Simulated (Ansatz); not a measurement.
**SnO2 (R-3m): single point, by script**

What energy and properties does SnO2 (R-3m) have at the given structure? The task is a single point, for SnO2 (R-3m).

All numbers are computed with the Python package of Ansatz 0.2.0. Level of theory: DFT PBE, plane waves, PAW.

**1. The structure**

It takes space group R-3m (No. 166, trigonal). Conventional cell: a = 3.234 Å, b = 3.234 Å, c = 14.402 Å, α = 90.00°, β = 90.00°, γ = 120.00°. Sn (site symmetry -3m) is surrounded by 6 O at 2.13 Å. O (site symmetry 3m) has 3 Sn at 2.13 Å as nearest neighbours.

The script holds or builds the structure itself.

**2. The script**

Contents of sno2_scf.py:

```python
'''Single point of SnO2.'''

import ansatz as az
import numpy as np


def main() -> None:
    sno2 = (
        az.Lattice.of([1.617093, 0.933629, 4.800593], [-1.617093, 0.933629, 4.800593], [0.0, -1.867258, 4.800593])
        .atom('Sn', [0.5, 0.5, 0.5])
        .atom('O', [0.23717, 0.23717, 0.23717])
        .atom('O', [0.76283, 0.76283, 0.76283])
    )

    # settings of the run
    job = (
        sno2.calculation()
        .functional('PBE')
        .pseudopotentials('paw')
        .kpoints(6, 6, 6)
        .occupations('fixed')
        .scf(tolerance=1e-08)
        .density()
        .potential()
    )
    session = job.session()
    planned = session.plan(threads=1)
    outcome = planned.execute()
    summary = outcome.report

    for key in ('converged', 'n_iterations', 'n_electrons', 'n_kpoints', 'n_pw', 'n_symmetry_ops', 'free_energy_ev', 'fermi_energy_ev'):
        print(f'{key:18s} {summary[key]}')

    rho = outcome.density()
    total = sum(ch.density_e_per_ang3 for ch in rho.channels[:2]) if len(rho.channels) < 3 else rho.channels[0].density_e_per_ang3
    print('grid', rho.dims, 'electrons', round(float(total.mean() * rho.cell_volume_ang3), 4))
    print(f'density range {total.min():.4f} to {total.max():.4f} e/A^3')
    print(np.array2string(total[:: max(rho.dims[0] // 8, 1), :: max(rho.dims[1] // 8, 1), 0], precision=3, suppress_small=True))

    v = outcome.potential()
    line = v.v_es_ev.mean(axis=(0, 1))
    print('planar mean of the electrostatic potential along the third grid axis (eV):')
    print(np.round(line[:: max(len(line) // 12, 1)], 3))


if __name__ == '__main__':
    main()
```

**3. Running it**

Started as:

```console
> python sno2_scf.py
```

The log of the run:

```text
DeckWarning: basis.ecutwfc = 420 eV, auto-derived from the records' recommended cutoffs: set by Sn (normal level)
converged          True
n_iterations       7
n_electrons        26.0
n_kpoints          32
n_pw               863
n_symmetry_ops     12
free_energy_ev     -7158.53600615846
fermi_energy_ev    6.090401884540509
grid (24, 36, 24) electrons 26.0
density range 0.0057 to 16.9887 e/A^3
[[0.006 0.011 0.043 0.128 0.195 0.195 0.128 0.043 0.011]
 [0.008 0.012 0.027 0.062 0.157 0.371 0.426 0.138 0.024]
 [0.014 0.026 0.054 0.072 0.159 0.597 1.218 0.427 0.057]
 [0.023 0.063 0.18  0.187 0.163 0.488 1.474 0.754 0.105]
 [0.027 0.108 0.52  0.638 0.253 0.253 0.638 0.52  0.108]
 [0.023 0.105 0.754 1.474 0.488 0.163 0.187 0.18  0.063]
 [0.014 0.057 0.427 1.218 0.597 0.159 0.072 0.054 0.026]
 [0.008 0.024 0.138 0.426 0.371 0.157 0.062 0.027 0.012]]
planar mean of the electrostatic potential along the third grid axis (eV):
[9.926 8.41  5.729 3.722 4.236 6.557 8.235 6.557 4.236 3.722 5.729 8.41 ]
```

(Warnings from the package without file and line.)

It took 3.1 s on 1 thread, shared host.

Lines on the test bed's own set-up are left out of the output.

**4. What the engine kept of the run**

The report of the run holds:

```
                                                                  item        value
                                                     SCF cycles in all            7
                                                       k-points solved           32
                                                           plane waves          863
                                                                 bands           17
                                                     valence electrons           26
                                                      free energy (eV)  -7158.53601
                                                      Fermi level (eV)        6.090
lowest empty less highest filled level on the mesh, by band count (eV)        1.937
```

**5. Again, from the shell**

The engine's input of that run, saved to a file, gives the whole log.

Contents of input.yaml:

```yaml
crystal:
  lattice:
    - [1.617093, 0.933629, 4.800593]
    - [-1.617093, 0.933629, 4.800593]
    - [0.0, -1.867258, 4.800593]
  atoms:
    - { symbol: Sn, position: [0.5, 0.5, 0.5] }
    - { symbol: O, position: [0.23717, 0.23717, 0.23717] }
    - { symbol: O, position: [0.76283, 0.76283, 0.76283] }
kpoints:
  mp_grid: { grid: [6, 6, 6] }
hamiltonian:
  xc: pbe
  pseudopotentials: { kind: paw }
scf:
  convergence: { dr2_threshold: 1.0e-08 }
  occupations: { method: fixed }
output:
  write_density: true
  write_potential: true
```

Started as:

```console
> ansatz run input.yaml --threads 1 --pin off --max-ram 3072MiB --backend cpu --events-out ev --progress --plain --runs-dir out
```

The log of the run, cut to the lines that bear on the results:

```text
Warning: RAYON_NUM_THREADS=1 ignored (pool sized by the plan → 1); use --threads N
[...]
Pseudopotentials: kind: paw
Pseudopotential: Sn, paw, valence charge 14, recommended cutoff 420 eV (normal), Sn.paw.azcp
Pseudopotential: O, paw, valence charge 6, recommended cutoff 420 eV (normal), O.paw.azcp
Functional definition: PBE
[...]
Crystal: 3 atoms, lattice volume = 43.487 Å³
Basis set: ecut = 420 eV, 863 PW (Γ), FFT grids on a1−a2, a2, −a2+a3
Bands: 17, of which v1, the nominal top of the filled ones, is band 13 counted from 1 (12 counted from 0)
Symmetry: 12 space group operations
Space group: R-3m (ITA 166), of the structure as read, at distance tolerance 3.5e-5 Å
k-points: 32 of 216
[...]
SCF iter   1: F=—  HF=-7158.535987 eV  |F-HF|=—  |Δ(HF+E_count)|=         —  Δρ=1.66e-3  dr2=4.91e-4  ethr=1.77e-3  ⟨swp⟩=4.9  Hψ=2482  notcnv=0  defer=62
[...]
SCF iter   7: F=-7158.536006 eV  HF=-7158.536006 eV  |F-HF|=4.89e-9  |Δ(HF+E_count)|=  7.56e-10  Δρ=3.79e-6  dr2=4.07e-9  ethr=3.85e-11  ⟨swp⟩=3.6  Hψ=1784  notcnv=0
[...]
SCF converged after 7 iterations
Free energy (F): -7158.536006 eV
[...]
E sigma→0 (E₀):  -7158.536006 eV
Fermi energy:    6.090402 eV
[...]
--- Band table (eV; the first three rows and the last of 32) ---
  k-point 0: bands = ["-13.9086", "-13.7158", "-13.7158", "-13.5328", "-13.5328", "-11.8235", "-10.0370", "2.1820", "4.8365", "4.8365", "5.2066", "5.2066", "5.9816", "8.0273", "11.8103", "17.1282", "17.1282"]
[...]
```

It took 2.3 s on 1 thread of an x86-64 CPU, shared host; peak memory 0.33 GiB.

Script and command line differ by 0.000 meV in the energy.

**6. Summary of results**

| quantity | value |
| --- | --- |
| free energy | -7158.5360 eV (-2386.1787 eV/atom) |
| gap on the mesh | 1.94 eV |

In words: On the mesh the gap is 1.94 eV; the true edges may lie between its points. Semilocal functionals usually give gaps below the measured ones. The Fermi level of a run with fixed occupations marks the highest occupied state on its mesh, not mid-gap. An absolute Fermi energy rests on an arbitrary zero of the periodic potential and has no direct meaning. Densities and potentials on the grid are those of the valence electrons, and inside the cores they hang on the potentials used. This cell is a computed structure, which may not be the phase found in nature.
